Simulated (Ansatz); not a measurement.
# HW8C8: the cost of one run

Method: DFT r2SCAN+D3(BJ), plane waves, PAW, scalar-relativistic, no spin polarisation, in Ansatz 0.2.0.

## (1) The system as given

The cell holds 17 atoms (C8HW8): a = 5.803 Å, b = 5.803 Å, c = 15.251 Å, α = 90.00°, β = 90.00°, γ = 120.00°.

The coordinates stand in the first input below.

## (2) Preparing the start

The input, input.yaml:

```yaml
accuracy: low
crystal:
  lattice:
    - [5.8034, 0.0, 0.0]
    - [-2.9017, 5.025892, 0.0]
    - [0.0, 0.0, 15.25085]
  atoms:
    - { symbol: W, position: [0.0, 0.0, 0.0655701] }
    - { symbol: C, position: [0.3333333, 0.1666667, 0.1584797] }
    - { symbol: W, position: [0.0, 0.0, 0.2513893] }
    - { symbol: C, position: [0.3333333, 0.1666667, 0.3442988] }
    - { symbol: W, position: [0.0, 0.5, 0.0655701] }
    - { symbol: C, position: [0.3333333, 0.6666667, 0.1584797] }
    - { symbol: W, position: [0.0, 0.5, 0.2513893] }
    - { symbol: C, position: [0.3333333, 0.6666667, 0.3442988] }
    - { symbol: W, position: [0.5, 0.0, 0.0655701] }
    - { symbol: C, position: [0.8333333, 0.1666667, 0.1584797] }
    - { symbol: W, position: [0.5, 0.0, 0.2513893] }
    - { symbol: C, position: [0.8333333, 0.1666667, 0.3442988] }
    - { symbol: W, position: [0.5, 0.5, 0.0655701] }
    - { symbol: C, position: [0.8333333, 0.6666667, 0.1584797] }
    - { symbol: W, position: [0.5, 0.5, 0.2513893] }
    - { symbol: C, position: [0.8333333, 0.6666667, 0.3442988] }
    - { symbol: H, position: [0.6068153, 0.6745291, 0.3672484] }
basis:
  ecutwfc: 500.0
kpoints:
  mp_grid: { grid: [3, 3, 1] }
hamiltonian:
  xc: r2scan
  dispersion: d3bj
  pseudopotentials: { kind: paw, azcp: { folder: soft_1 } }
scf:
  occupations: { method: fermi_dirac, width: 0.15 }
  lower_state_search: "off"
relax:
  f_tol: 0.08
  max_steps: 25
  adjacent_minimum: "off"
  constraints: [{ sites: [0, 4, 8, 12] }]
```

Command:

```bash
$ ansatz run input.yaml --threads 4 --pin off --max-ram 10240MiB --backend cpu --events-out ev --progress --plain --runs-dir out
```

What time and memory should one allow on 4 threads of AMD EPYC, shared host?

About 4.5 min, with a peak of 1.7 GiB.
